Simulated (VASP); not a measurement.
Wanted: an ASE script for a VASP 6.6.1 run.

```
Task                   : density of states
Functional             : PBE
Dispersion             : TS
Potentials or basis    : VASP PAW PBE potentials, release 64 (Sc_sv)
Cutoff                 : 520 eV
k mesh                 : 9 × 9 × 5
Occupations            : methfessel-paxton, width 0.1 eV
Spin                   : no spin polarisation
Hubbard terms          : Sc d U = 3.5 eV, J = 1.0 eV
LDAUTYPE               : 1
Hund's J               : 1
Further INCAR settings : ALGO = Normal; EDIFF = 1.00e-06
```

The structure of Sc lies in POSCAR:

```
Sc
1.0
    3.2773870000      0.0082830000      0.0017250000
   -1.6315200000      2.8894940000      0.0095370000
    0.0027500000      0.0191380000      5.2728290000
Sc
2
Direct
    0.6666666667      0.3333333333      0.7500000000
    0.3333333333      0.6666666667      0.2500000000
```

The cell isn't the ideal one: cell strained at random at fixed volume.

These files were run (other wordings do the same):

run.py

```python
from ase.calculators.vasp import Vasp
from ase.dft.dos import DOS
from ase.io import read

atoms = read('POSCAR')
calc = Vasp(
    directory='calc',
    xc='pbe',
    pp='PBE',
    setups='recommended',
    prec='Accurate',
    encut=520,
    ediff=1e-06,
    ismear=1,
    sigma=0.1,
    lreal=False,
    lasph=True,
    nelm=60,
    algo='Normal',
    isif=2,
    lwave=False,
    lcharg=False,
    lmaxmix=4,
    ldautype=1,
    ldauprint=1,
    ivdw=2,
    lorbit=11,
    ldau_luj={'Sc': {'L': 2, 'U': 3.5, 'J': 1.0}},
    kpts=[9, 9, 5],
    gamma=True,
)
atoms.calc = calc

print('energy (eV):', atoms.get_potential_energy())
print('free energy (eV):', atoms.get_potential_energy(force_consistent=True))
print('forces (eV/A):')
print(atoms.get_forces())
print('stress (eV/A^3, Voigt):', atoms.get_stress())
print('Fermi level (eV):', calc.get_fermi_level())
dos = DOS(calc, width=0.1, window=(-10, 10), npts=301)
print('E - E_F (eV), DOS (1/eV)')
for e, g in zip(dos.get_energies(), dos.get_dos()):
    print(f'{e:8.3f} {g:10.4f}')
```

Potentials or basis: VASP PAW PBE potentials, release 64 (Sc_sv).

Launch:

```bash
$ python run.py
```

It gave:

The pressure is -3.7 GPa. The largest force is 0.032 eV/Å and the band gap on the k mesh is none (metal or under the smearing width). The valence electrons inside the program's atomic spheres are Sc 9.25. The dispersion energy per atom is -0.877 eV.

Caveat: atom-pairwise D2, TS and ULG terms overbind metals; U without spin polarisation on a metal has little footing; pairwise dispersion overbinds metals, which lowers pressure and volume; the U is typed as a test and isn't derived for this compound.

Run time: 120 s on 1 thread of Intel(R) Xeon(R) Platinum 8488C (Sapphire Rapids) (shared host), peak memory 0.26 GiB.
